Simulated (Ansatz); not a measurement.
BN:

```
N B
1.0
     2.49824    0.00000    0.00000
    -1.24912    2.16354    0.00000
     0.00000    0.00000    6.63570
N B
2 2
Direct
  0.66667 0.33333 0.25000
  0.33333 0.66667 0.75000
  0.66667 0.33333 0.75000
  0.33333 0.66667 0.25000
```

Program: Ansatz 0.2.0. Alike in all runs: potentials or basis Ansatz PAW; no spin polarisation; cell as given; cutoff (eV) 420.

Q: Order these runs on this cell by their pressure, lowest first.
A. level PBE; k mesh 12 × 12 × 4; smearing gaussian 0.027 eV
B. level BLYP; k mesh 12 × 12 × 4; smearing fermi-dirac 0.05 eV; points for each segment of the path 14
C. level exchange-only PBE; k mesh 12 × 12 × 4; smearing fermi-dirac 0.05 eV; points for each segment of the path 14
D. level LDA; k mesh 7 × 7 × 3; smearing fermi-dirac 0.05 eV
E. level PBEsol; k mesh 7 × 7 × 3; smearing fermi-dirac 0.05 eV

A: D (-2.9 GPa), E (2.2 GPa), A (5.1 GPa), B (7.3 GPa), C (18.3 GPa).

Caveats: the PAW data sets come from PBE, with cores solved anew for the run's functional, which leaves a small shift of forces and pressure (some runs); this functional lacks dispersion, which binds the layers, so the pressure and a relaxed spacing across them are unreliable (some runs); the density of states is complete only up to the lowest level of the last band computed (some runs); the potentials were made for another functional, which shifts forces and pressure (some runs); so large a pressure means that the cell lies far from this level's equilibrium, or that cutoff or potentials fall short (some runs).

Not every run made on this cell is shown here.
